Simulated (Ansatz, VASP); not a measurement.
# Two plane-wave programs on Sr

```
CELL_PARAMETERS angstrom
0.00000 3.06250 3.06250
3.06250 0.00000 3.06250
3.06250 3.06250 0.00000
ATOMIC_POSITIONS crystal
Sr 0.00000 0.00000 0.00000
```

Alike in both runs: task single point; functional r2SCAN; k mesh 8 × 8 × 8; occupations fermi-dirac, width 0.05 eV; no spin polarisation.

|  | VASP | Ansatz |
| --- | --- | --- |
| version | VASP 6.6.1 | Ansatz 0.2.0 |
| potentials or method | VASP PAW PBE potentials, release 64 (Sr_sv) | Ansatz PAW |
| plane-wave cutoff (eV) | 520 | 500 |
| valence electrons in the cell | 10 | 10 |

VASP gave:

* gap on the k mesh at the Fermi level (eV): none
* pressure (GPa): -0.1

**Question.** Which values does Ansatz return?

**Answer.** gap on the k mesh at the Fermi level (eV): none; pressure (GPa): -0.2.

A gap of «none» marks a metal or a gap that the smearing closes. With one functional, cell and mesh, what is left measures potentials, basis and numerics.

Caveats: the PAW data sets were made with another functional, which shifts forces and pressure a little (VASP); the PAW data sets come from PBE, with cores solved anew for the run's functional, which leaves a small shift of forces and pressure (Ansatz).
